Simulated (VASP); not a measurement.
# BN: single point with r2SCAN

BN:

```
B N
1.0
     0.00000    1.78830    1.78830
     1.78830    0.00000    1.78830
     1.78830    1.78830    0.00000
B N
1 1
Cartesian
  0.0000 0.0000 0.0000
  0.8942 0.8942 0.8942
```

The cell isn't the ideal one: a relaxed cell with its volume scaled by 0.97.

```json
{
  "Program": "VASP 6.6.1",
  "Task": "single point",
  "Functional": "r2SCAN",
  "Potentials or basis": "VASP PAW PBE potentials, release 64 (B, N)",
  "Cutoff": "520 eV",
  "k mesh": "14 × 14 × 14",
  "Occupations": "gaussian, width 0.02 eV",
  "Spin": "no spin polarisation",
  "Further INCAR settings": "ALGO = Normal; EDIFF = 1e-07"
}
```

```json
{
 "Pressure": "12.6 GPa",
 "Band gap on the k mesh": "5.01 eV, indirect (least direct gap 9.68 eV)"
}
```

Levels at points of the mesh, in eV from the valence-band top:
```tsv
k point	band 1	band 2	band 3	band 4	band 5	band 6	band 7	band 8
(0.00, 0.00, 0.00)	-21.67	0.00	0.00	0.00	9.68	9.68	9.68	11.62
(0.50, 0.00, 0.00)	-17.21	-11.39	-2.08	-2.08	11.23	11.65	11.65	16.75
(0.50, 0.50, 0.00)	-15.75	-9.54	-5.26	-5.26	5.01	10.00	19.78	19.78
```

Run time: 25 s on 1 thread of Intel(R) Xeon(R) 6975P-C (Granite Rapids), with other jobs on the host, peak memory 0.12 GiB.

Caveat: the PAW data sets were made with another functional, which shifts forces and pressure a little. A k mesh can miss the band edges.
